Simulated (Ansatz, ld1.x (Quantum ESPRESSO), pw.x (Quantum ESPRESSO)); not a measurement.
**What a changed setting does to a pw.x run (diamond H)**

Potential: norm-conserving RRKJ (Kleinman–Bylander form), ld1.x (Quantum ESPRESSO) 7.5, PBE; core none, reference 1s1; waves: 2p channel at -0.15 Ry: rc 1.28 bohr; 1s (bound): rc 1.38 bohr; local part: the s channel; core correction: none.

The reference run (k-mesh 15³, cutoffs 40/160 Ry, Fermi–Dirac 0.01 Ry, mixing_beta 0.4, conv_thr 1e-9, no spin) gives 0.67 GPa at 3.427 Å³/atom, where all-electron LAPW gives -0.21 GPa. This run, with its own iteration cap, changes k-mesh shift to 1.

```
&control
  calculation='scf', prefix='x', pseudo_dir='./', outdir='./tmp', tstress=.true., disk_io='none'
/
&system
  ibrav=0, nat=2, ntyp=1, ecutwfc=40, ecutrho=160, nbnd=8,
  occupations='smearing', smearing='fd', degauss=0.01
/
&electrons
  conv_thr=1e-09, mixing_beta=0.4, electron_maxstep=60
/
ATOMIC_SPECIES
H 1.0 H.UPF
CELL_PARAMETERS angstrom
  0.00000000 1.50766447 1.50766447
  1.50766447 0.00000000 1.50766447
  1.50766447 1.50766447 0.00000000
ATOMIC_POSITIONS crystal
H 0.0000 0.0000 0.0000
H 0.2500 0.2500 0.2500
K_POINTS automatic
15 15 15 1 1 1
```

```bash
pw.x < H.scf.in > H.scf.out
```

Question: How does the run end?

Answer: It converges in 7 iterations; the free energy moves by -2.1 meV/atom and the pressure by -0.15 GPa.

```
Message from routine setup:
     using ibrav=0 with symmetry is DISCOURAGED, use correct ibrav instead
     lattice parameter (alat)  =       4.0292  a.u.
     unit-cell volume          =      46.2531 (a.u.)^3
     number of electrons       =         2.00
     number of Kohn-Sham states=            8
     kinetic-energy cutoff     =      40.0000  Ry
     charge density cutoff     =     160.0000  Ry
     scf convergence threshold =      1.0E-09
     Exchange-correlation= PBE
     number of k points=   344  Fermi-Dirac smearing, width (Ry)=  0.0100
     iteration #  1     ecut=    40.00 Ry     beta= 0.40
     total energy              =      -2.21375921 Ry
     estimated scf accuracy    <       0.00518484 Ry
     iteration #  2     ecut=    40.00 Ry     beta= 0.40
     total energy              =      -2.21409638 Ry
     estimated scf accuracy    <       0.00187001 Ry
     iteration #  3     ecut=    40.00 Ry     beta= 0.40
     total energy              =      -2.21412420 Ry
     estimated scf accuracy    <       0.00000124 Ry
     iteration #  4     ecut=    40.00 Ry     beta= 0.40
     total energy              =      -2.21412680 Ry
     estimated scf accuracy    <       0.00000339 Ry
     iteration #  5     ecut=    40.00 Ry     beta= 0.40
     total energy              =      -2.21412697 Ry
     estimated scf accuracy    <          1.7E-09 Ry
     iteration #  6     ecut=    40.00 Ry     beta= 0.40
     total energy              =      -2.21412697 Ry
     estimated scf accuracy    <          1.1E-09 Ry
     iteration #  7     ecut=    40.00 Ry     beta= 0.40
     the Fermi energy is     2.8091 ev
!    total energy              =      -2.21412697 Ry
     estimated scf accuracy    <          5.9E-12 Ry
     smearing contrib. (-TS)   =      -0.00009660 Ry
     The total energy is F=E-TS. E is the sum of the following terms:
     one-electron contribution =       0.89633903 Ry
     hartree contribution      =       0.12493296 Ry
     xc contribution           =      -1.34458274 Ry
     ewald contribution        =      -1.89071962 Ry
     convergence has been achieved in   7 iterations
          total   stress  (Ry/bohr**3)                   (kbar)     P=        5.21
     Message from routine punch:
     Nothing written, as per user request (disk_io='none')
```

The run took about 3.1 s on one core of a shared host (AMD EPYC 9R45, 192 threads, 1484 GiB, load 25).
